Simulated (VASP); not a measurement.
# MoS2 (P-3m1) in VASP: further runs, part 2 of 3

VASP 6.6.1. The steps go on from the part before.

**4. Equation of state, PBE, 17.84 Å³/atom (volume scaled by 0.94)**

The input, INCAR:

```
SYSTEM = MoS2
PREC = Accurate ; ENCUT = 520
EDIFF = 1E-7 ; ISMEAR = -1
SIGMA = 0.05 ; LREAL = .FALSE.
LASPH = .TRUE. ; NELM = 100
ALGO = Normal ; ISIF = 2
LWAVE = .FALSE. ; LCHARG = .FALSE.
GGA = PE ; NBANDS = 20
```

The input, KPOINTS:

```
Automatic mesh
0
G
  9 9 4
  0 0 0
```

The input, POSCAR:

```
MoS2
1.0
    3.1615794509      0.0000000000      0.0000000000
   -1.5807897255      2.7380081205      0.0000000000
    0.0000000000      0.0000000000      6.1836112739
Mo S
1 2
Direct
    0.0000000000      0.0000000000      0.5000000000
    0.6666666667      0.3333333333      0.7446806800
    0.3333333333      0.6666666667      0.2553193200
```

Potentials or basis: VASP PAW PBE potentials, release 64 (Mo_sv, S).

Run with:

```bash
> cat potpaw_PBE.64/Mo_sv/POTCAR potpaw_PBE.64/S/POTCAR > POTCAR
> mpirun -np 1 vasp_std > vasp.out
```

OUTCAR:

```text
SYSTEM = MoS2
   PREC = Accurate
   ENCUT = 520
   EDIFF = 1E-7
   ISMEAR = -1
   LREAL = .FALSE.
   LASPH = .TRUE.
   NELM = 100
   ISIF = 2
   GGA = PE

 Found     43 irreducible k-points:

 Following reciprocal coordinates:
            Coordinates               Weight
  0.000000  0.000000  0.000000      1.000000
  0.111111  0.000000  0.000000      6.000000
  0.222222  0.000000  0.000000      6.000000
  0.333333  0.000000  0.000000      6.000000
  0.444444  0.000000  0.000000      6.000000
  0.111111  0.111111  0.000000      6.000000
[... 217 lines left out ...]
  --------------------------------------------------------------------------------------
  -------------------------------------------------------------------------------------
  Total        3.0224889      3.0224889      4.3961245     -0.0000000     -0.0000000      0.0000000
  in kB       90.4678542     90.4678542    131.5829309     -0.0000000     -0.0000000      0.0000000
  external PRESSURE =     104.1728798 kB  Pullay stress =       0.0000000 kB

 VOLUME and BASIS-vectors are now :
 -----------------------------------------------------------------------------
  energy-cutoff  :      520.00
  volume of cell :       53.53
      direct lattice vectors                 reciprocal lattice vectors
     3.161579451  0.000000000  0.000000000     0.316297602  0.182614506  0.000000000
    -1.580789726  2.738008120  0.000000000     0.000000000  0.365229012  0.000000000
     0.000000000  0.000000000  6.183611274     0.000000000  0.000000000  0.161717798

 POSITION                                       TOTAL-FORCE (eV/Angst)
 -----------------------------------------------------------------------------------
      0.00000      0.00000      3.09181         0.000000      0.000000      0.000000
      1.58079      0.91267      4.60482        -0.000000      0.000000      1.345909
     -0.00000      1.82534      1.57880         0.000000     -0.000000     -1.345909
 -----------------------------------------------------------------------------------
    total drift:                                0.000000     -0.000000      0.000000

  FREE ENERGIE OF THE ION-ELECTRON SYSTEM (eV)
  ---------------------------------------------------
  free  energy   TOTEN  =       -20.8946303469 eV

  energy  without entropy=      -20.8867575058  energy(sigma->0) =      -20.89069393
```

stdout:

```text
POSCAR found type information on POSCAR MoS
 POSCAR found :  2 types and       3 ions
 scaLAPACK will be used
 LDA part: xc-table for (Slater+PW92), standard interpolation
 POSCAR, INCAR and KPOINTS ok, starting setup
 FFT: planning ... GRIDC
 FFT: planning ... GRID_SOFT
 FFT: planning ... GRID
 WAVECAR not read
 entering main loop
```

Wall time 35 s (1 thread of Intel Xeon Platinum 8375C at 2.90GHz (Ice Lake), shared host); peak memory 0.19 GiB.

What came out:

```yaml
Free_energy: -20.8946 eV
Pressure: 10.4 GPa
Largest_force: 1.346 eV/Å
Band_gap_on_the_k_mesh: none (metal or under the smearing width)
```

Caveat: this functional lacks dispersion, which binds the layers, so the pressure and a relaxed spacing across them are unreliable; forces of over 1 eV/Å show positions far from the minimum, so gaps and moduli don't describe the material at rest.

**5. Equation of state, PBE, 18.22 Å³/atom (volume scaled by 0.96)**

The input, INCAR:

```
SYSTEM = MoS2
ALGO = Normal
EDIFF = 1E-7
ENCUT = 520
GGA = PE
ISIF = 2
ISMEAR = -1
LASPH = .TRUE.
LCHARG = .FALSE.
LREAL = .FALSE.
LWAVE = .FALSE.
NBANDS = 20
NELM = 60
PREC = Accurate
SIGMA = 0.05
```

The input, KPOINTS:

```
k-points
0
G
  9 9 4
  0 0 0
```

The input, POSCAR:

```
MoS2
1.0
    3.1838448285      0.0000000000      0.0000000000
   -1.5919224143      2.7572905031      0.0000000000
    0.0000000000      0.0000000000      6.2271592669
Mo S
1 2
Direct
    0.0000000000      0.0000000000      0.5000000000
    0.6666666667      0.3333333333      0.7446806800
    0.3333333333      0.6666666667      0.2553193200
```

Run with:

```bash
> cat potpaw_PBE.64/Mo_sv/POTCAR potpaw_PBE.64/S/POTCAR > POTCAR
> mpirun -np 1 vasp_std > vasp.out
```

Run time: 35 s. Hardware: 1 thread of Intel Xeon Platinum 8375C at 2.90GHz (Ice Lake), shared host; peak memory 0.19 GiB.

The run converged. Its results:

* Free energy: -20.9565 eV
* Pressure: 6.9 GPa
* Largest force: 0.962 eV/Å
* Band gap on the k mesh: none (metal or under the smearing width)

Caveat: this functional lacks dispersion, which binds the layers, so the pressure and a relaxed spacing across them are unreliable.

**6. Equation of state, PBE, 18.60 Å³/atom (volume scaled by 0.98)**

The input, INCAR:

```
PREC     = Accurate       # precision mode
ENCUT    = 520            # plane-wave cutoff, eV
EDIFF    = 1E-7           # SCF threshold, eV
ISMEAR   = -1             # smearing method
SIGMA    = 0.05           # smearing width, eV
LREAL    = False          # projectors in reciprocal space
LASPH    = True           # aspherical terms in the spheres
NELM     = 60             # most SCF steps
ALGO     = Normal         # electronic algorithm
ISIF     = 2              # what is computed and relaxed
LWAVE    = False          # write WAVECAR
LCHARG   = False          # write CHGCAR
GGA      = PE             # functional
NBANDS   = 20             # bands
```

The input, KPOINTS:

```
regular mesh
0
Gamma
  9 9 4
```

The input, POSCAR:

```
MoS2
1.0
    3.2058030729      0.0000000000      0.0000000000
   -1.6029015365      2.7763069006      0.0000000000
    0.0000000000      0.0000000000      6.2701065500
Mo S
1 2
Direct
    0.0000000000      0.0000000000      0.5000000000
    0.6666666667      0.3333333333      0.7446806800
    0.3333333333      0.6666666667      0.2553193200
```

Potentials or basis: VASP PAW PBE potentials, release 64 (Mo_sv, S).

Run with:

```bash
> cat potpaw_PBE.64/Mo_sv/POTCAR potpaw_PBE.64/S/POTCAR > POTCAR
> mpirun -np 1 vasp_std > vasp.out
```

Wall time 37 s (1 thread of Intel Xeon Platinum 8375C at 2.90GHz (Ice Lake), shared host); peak memory 0.19 GiB.

It converged, with:

| Property | Result |
| --- | --- |
| Free energy | -20.9949 eV |
| Pressure | 3.8 GPa |
| Largest force | 0.606 eV/Å |
| Band gap on the k mesh | none (metal or under the smearing width) |

Caveat: this functional lacks dispersion, which binds the layers, so the pressure and a relaxed spacing across them are unreliable.

**7. Equation of state, PBE, 19.36 Å³/atom (volume scaled by 1.02)**

The input, INCAR:

```
PREC = Accurate ; ENCUT = 520
EDIFF = 1E-7 ; ISMEAR = -1
SIGMA = 0.05 ; LREAL = False
LASPH = True ; NELM = 80
ALGO = Normal ; ISIF = 2
LWAVE = False ; LCHARG = False
GGA = PE ; NBANDS = 20
```

KPOINTS is that of step 6.

The input, POSCAR:

```
MoS2
1.0
    3.2488391220      0.0000000000      0.0000000000
   -1.6244195610      2.8135772124      0.0000000000
    0.0000000000      0.0000000000      6.3542790981
Mo S
1 2
Direct
    0.0000000000      0.0000000000      0.5000000000
    0.6666666667      0.3333333333      0.7446806800
    0.3333333333      0.6666666667      0.2553193200
```

Run with:

```bash
> cat potpaw_PBE.64/Mo_sv/POTCAR potpaw_PBE.64/S/POTCAR > POTCAR
> mpirun -np 1 vasp_std > vasp.out
```

Wall time 36 s (1 thread of Intel Xeon Platinum 8375C at 2.90GHz (Ice Lake), shared host); peak memory 0.19 GiB.

Results (log left out):

```
Free energy            : -21.0103 eV
Pressure               : -1.5 GPa
Largest force          : 0.030 eV/Å
Band gap on the k mesh : none (metal or under the smearing width)
```

Caveat: this functional lacks dispersion, which binds the layers, so the pressure and a relaxed spacing across them are unreliable.

**8. Equation of state, PBE, 19.74 Å³/atom (volume scaled by 1.04)**

The input, INCAR:

```
  PREC = Accurate
  ENCUT = 520
  EDIFF = 1E-7
  ISMEAR = -1
  SIGMA = 0.05
  LREAL = False
  LASPH = True
  NELM = 100
  ALGO = Normal
  ISIF = 2
  LWAVE = False
  LCHARG = False
  GGA = PE
  NBANDS = 20
```

The input, KPOINTS:

```
Automatic mesh
0
Gamma
  9 9 4
```

The input, POSCAR:

```
MoS2
1.0
    3.2699360711      0.0000000000      0.0000000000
   -1.6349680355      2.8318477062      0.0000000000
    0.0000000000      0.0000000000      6.3955418068
Mo S
1 2
Direct
    0.0000000000      0.0000000000      0.5000000000
    0.6666666667      0.3333333333      0.7446806800
    0.3333333333      0.6666666667      0.2553193200
```

Run with:

```bash
> cat potpaw_PBE.64/Mo_sv/POTCAR potpaw_PBE.64/S/POTCAR > POTCAR
> mpirun -np 1 vasp_std > vasp.out
```

Wall time 38 s (1 thread of Intel Xeon Platinum 8375C at 2.90GHz (Ice Lake), shared host); peak memory 0.19 GiB.

Results (log left out):

| Property | Result |
| --- | --- |
| Free energy | -20.9916 eV |
| Pressure | -3.8 GPa |
| Largest force | 0.313 eV/Å |
| Band gap on the k mesh | none (metal or under the smearing width) |

Caveat: this functional lacks dispersion, which binds the layers, so the pressure and a relaxed spacing across them are unreliable.

**9. Equation of state, PBE, 20.12 Å³/atom (volume scaled by 1.06)**

The input, INCAR:

```
SYSTEM = MoS2
PREC = Accurate ; ENCUT = 520
EDIFF = 1E-7 ; ISMEAR = -1
SIGMA = 0.05 ; LREAL = .False.
LASPH = .True. ; NELM = 80
ALGO = Normal ; ISIF = 2
LWAVE = .False. ; LCHARG = .False.
GGA = PE ; NBANDS = 20
```

The input, KPOINTS:

```
Automatic mesh
0
Gamma
  9 9 4
  0 0 0
```

The input, POSCAR:

```
MoS2
1.0
    3.2907642509      0.0000000000      0.0000000000
   -1.6453821255      2.8498854391      0.0000000000
    0.0000000000      0.0000000000      6.4362788402
Mo S
1 2
Direct
    0.0000000000      0.0000000000      0.5000000000
    0.6666666667      0.3333333333      0.7446806800
    0.3333333333      0.6666666667      0.2553193200
```

Potentials or basis: VASP PAW PBE potentials, release 64 (Mo_sv, S).

Run with:

```bash
> cat potpaw_PBE.64/Mo_sv/POTCAR potpaw_PBE.64/S/POTCAR > POTCAR
> mpirun -np 1 vasp_std > vasp.out
```

It took 39 s on 1 thread of Intel Xeon Platinum 8375C at 2.90GHz (Ice Lake), shared host; peak memory 0.19 GiB.

Results (log left out):

- Free energy: -20.9575 eV
- Pressure: -5.8 GPa
- Largest force: 0.576 eV/Å
- Band gap on the k mesh: none (metal or under the smearing width)

Caveat: this functional lacks dispersion, which binds the layers, so the pressure and a relaxed spacing across them are unreliable.

**10. Equation of state, PBE**

Potentials or basis: VASP PAW PBE potentials, release 64 (Mo_sv, S).

This step only gathers the single runs of the series.

What came out:

- Equilibrium volume: 19.13 Å³/atom
- Bulk modulus at fixed shape and positions: 129 GPa
- Pressure derivative of the bulk modulus: 4.4

Energy against volume, from the lowest point:
```
volume (Å³/atom)  energy (meV/atom)
          17.843              39.15
          18.222              18.52
          18.602               5.74
          18.982               0.00
          19.361               0.58
          19.741               6.84
          20.120              18.20
```

Caveat: the cell was scaled at fixed shape and fractional positions, which overstates the stiffness of a crystal with free parameters, most of all of layers and chains; this functional lacks dispersion, which binds the layers, so the pressure and a relaxed spacing across them are unreliable.

**11. Single point, PBEsol**

The input, INCAR:

```
SYSTEM = MoS2
PREC     = Accurate       ! precision mode
ENCUT    = 520            ! plane-wave cutoff, eV
EDIFF    = 1E-7           ! SCF threshold, eV
ISMEAR   = -1             ! smearing method
SIGMA    = 0.05           ! smearing width, eV
LREAL    = .False.        ! projectors in reciprocal space
LASPH    = .True.         ! aspherical terms in the spheres
NELM     = 80             ! most SCF steps
ALGO     = Normal         ! electronic algorithm
ISIF     = 2              ! what is computed and relaxed
LWAVE    = .False.        ! write WAVECAR
LCHARG   = .False.        ! write CHGCAR
GGA      = PS             ! functional
NBANDS   = 20             ! bands
```

The input, KPOINTS:

```
regular mesh
0
Gamma
  9 9 4
  0 0 0
```

The input, POSCAR:

```
MoS2
1.0
    3.2274645616      0.0000000000      0.0000000000
   -1.6137322808      2.7950663001      0.0000000000
    0.0000000000      0.0000000000      6.3124734200
Mo S
1 2
Direct
    0.0000000000      0.0000000000      0.5000000000
    0.6666666667      0.3333333333      0.7446806800
    0.3333333333      0.6666666667      0.2553193200
```

Potentials or basis: VASP PAW PBE potentials, release 64 (Mo_sv, S).

Run with:

```bash
> cat potpaw_PBE.64/Mo_sv/POTCAR potpaw_PBE.64/S/POTCAR > POTCAR
> mpirun -np 1 vasp_std > vasp.out
```

OUTCAR:

```text
SYSTEM = MoS2
   PREC = Accurate
   ENCUT = 520
   EDIFF = 1E-7
   ISMEAR = -1
   LREAL = .False.
   LASPH = .True.
   NELM = 80
   ISIF = 2
   GGA = PS

 ion  position               nearest neighbor table
   1  0.000  0.000  0.500-   2 2.42   3 2.42   3 2.42   2 2.42   2 2.42   3 2.42
   2  0.667  0.333  0.745-   1 2.42   1 2.42   1 2.42
   3  0.333  0.667  0.255-   1 2.42   1 2.42   1 2.42

  LATTYP: Found a hexagonal cell.
 ALAT       =     3.2274645616
 C/A-ratio  =     1.9558614199

  Lattice vectors:

 A1 = (   3.2274645616,   0.0000000000,   0.0000000000)
 A2 = (  -1.6137322808,   2.7950663001,   0.0000000000)
 A3 = (   0.0000000000,   0.0000000000,   6.3124734200)

Analysis of symmetry for initial positions (statically):
=====================================================================
 Subroutine PRICEL returns:
 Original cell was already a primitive cell.

 Routine SETGRP: Setting up the symmetry group for a
 hexagonal supercell.

 Subroutine GETGRP returns: Found 12 space group operations
 (whereof 12 operations were pure point group operations)
 out of a pool of 24 trial point group operations.

The static configuration has the point symmetry D_3d.

Analysis of symmetry for dynamics (positions and initial velocities):
=====================================================================
 Subroutine PRICEL returns:
 Original cell was already a primitive cell.

 Routine SETGRP: Setting up the symmetry group for a
 hexagonal supercell.

 Subroutine GETGRP returns: Found 12 space group operations
 (whereof 12 operations were pure point group operations)
 out of a pool of 24 trial point group operations.

The dynamic configuration has the point symmetry D_3d.

 Subroutine INISYM returns: Found 12 space group operations
 (whereof 12 operations are pure point group operations),
 and found     1 'primitive' translations

----------------------------------------------------------------------------------------

[... 113 lines left out ...]
     AMIX     =   0.40;   BMIX     =  1.00
     AMIX_MAG =   1.60;   BMIX_MAG =  1.00
  volume/ion in A,a.u.               =      18.98       128.09
  Fermi-wavevector in a.u.,A,eV,Ry     =   1.260612  2.382212 21.621610  1.589144
  Thomas-Fermi vector in A             =   2.394113
   LORBIT       =      0    0 simple, 1 ext, 2 COOP (PROOUT), +10 PAW based schemes
   GGA     = PS    functional components
   LHFCALC =     F    Hartree Fock is set to
   AEXX    =    0.0000 exact exchange contribution
   IVDW    =     0    specifies the selected vdW correction
   LEPSILON=     F    determine dielectric tensor
   LRPA    =     F    only Hartree local field effects (RPA)
 non-spin polarized calculation
  energy-cutoff  :      520.00
  volume of cell :       56.94
 maximum number of plane-waves:      1557
   NGX = 13   NGY = 13   NGZ = 23

 number of electron      26.0000001 magnetization

 Free energy of the ion-electron system (eV)
  ---------------------------------------------------
  ext. energy  EPLUGINS =         0.00000000
  ---------------------------------------------------
  free energy    TOTEN  =       -22.57551592 eV

  energy without entropy =      -22.56681816  energy(sigma->0) =      -22.57116704

 E-fermi :   6.8251     XC(G=0): -10.6252

 val. band max:        6.8243431832   @ k =   0.3333   0.2222   0.0000
 cond. band min:       6.9751537829   @ k =  -0.1111   0.3333   0.2500
 fundamental gap:      0.1508105997
 Fermi energy:         6.8250793362

 k-point     1 :       0.0000    0.0000    0.0000
  band No.  band energies     occupation
      1     -54.8519      2.00000
      2     -28.9147      2.00000
      3     -28.8854      2.00000
      4     -28.8854      2.00000
      5      -7.9894      2.00000
      6      -6.5269      2.00000
[... 541 lines left out ...]
     19      15.0083      0.00000
     20      15.2413      0.00000

 [... further k-points ...]

------------------------ aborting loop because EDIFF is reached ----------------------------------------

  FORCE on cell =-STRESS in cart. coord.  units (eV):
  Direction    XX          YY          ZZ          XY          YZ          ZX
  --------------------------------------------------------------------------------------
  -------------------------------------------------------------------------------------
  Total       -1.6663161     -1.6663161     -0.3321137      0.0000000      0.0000000      0.0000000
  in kB      -46.8829366    -46.8829366     -9.3442462      0.0000000      0.0000000      0.0000000
  external PRESSURE =     -34.3700398 kB  Pullay stress =       0.0000000 kB

 VOLUME and BASIS-vectors are now :
 -----------------------------------------------------------------------------
  energy-cutoff  :      520.00
  volume of cell :       56.94
      direct lattice vectors                 reciprocal lattice vectors
     3.227464562  0.000000000  0.000000000     0.309840737  0.178886633  0.000000000
    -1.613732281  2.795066300  0.000000000     0.000000000  0.357773266  0.000000000
     0.000000000  0.000000000  6.312473420     0.000000000  0.000000000  0.158416509

 POSITION                                       TOTAL-FORCE (eV/Angst)
 -----------------------------------------------------------------------------------
      0.00000      0.00000      3.15624         0.000000      0.000000      0.000000
      1.61373      0.93169      4.70078        -0.000000     -0.000000      0.026413
     -0.00000      1.86338      1.61170        -0.000000      0.000000     -0.026413
 -----------------------------------------------------------------------------------
    total drift:                                0.000000     -0.000000      0.000000

  FREE ENERGIE OF THE ION-ELECTRON SYSTEM (eV)
  ---------------------------------------------------
  free  energy   TOTEN  =       -22.5755159164 eV

  energy  without entropy=      -22.5668181605  energy(sigma->0) =      -22.57116704
```

stdout:

```text
POSCAR found type information on POSCAR MoS
 POSCAR found :  2 types and       3 ions
 scaLAPACK will be used
 -----------------------------------------------------------------------------
|                                                                             |
|                                                                             |
|     You enforced a specific xc type in the INCAR file but a different       |
|     I HOPE YOU KNOW WHAT YOU ARE DOING!                                     |
|                                                                             |
 -----------------------------------------------------------------------------

 LDA part: xc-table for (Slater+PW92), standard interpolation
 POSCAR, INCAR and KPOINTS ok, starting setup
 FFT: planning ... GRIDC
 FFT: planning ... GRID_SOFT
 FFT: planning ... GRID
 WAVECAR not read
 entering main loop
```

Wall time 42 s (1 thread of Intel Xeon Platinum 8488C (Sapphire Rapids), shared host); peak memory 0.19 GiB.

Results:

```
Free energy            : -22.5755 eV
Pressure               : -3.4 GPa
Largest force          : 0.026 eV/Å
Band gap on the k mesh : none (metal or under the smearing width)
```

Forces in eV/Å, atoms in the order of the input:
```
Mo   0.000  0.000  0.000
S    0.000  0.000  0.026
S    0.000  0.000 -0.026
```

Stress tensor (GPa, compression positive):
```
-4.69  0.00  0.00
 0.00 -4.69  0.00
 0.00  0.00 -0.93
```

Levels at points of the mesh, in eV from the Fermi level:
```csv
k point,band 9,band 10,band 11,band 12,band 13,band 14,band 15,band 16,band 17,band 18
"(0.00, 0.00, 0.00)",-4.03,-1.82,-1.08,-0.95,-0.95,-0.29,-0.29,3.22,3.22,6.00
"(0.00, 0.00, 0.50)",-4.02,-3.60,-0.95,-0.95,-0.36,-0.36,-0.07,3.38,3.38,5.97
```

Caveat: the PAW data sets were made with another functional, which shifts forces and pressure a little; this functional lacks dispersion, which binds the layers, so the pressure and a relaxed spacing across them are unreliable.

[end of part 2 of 3]
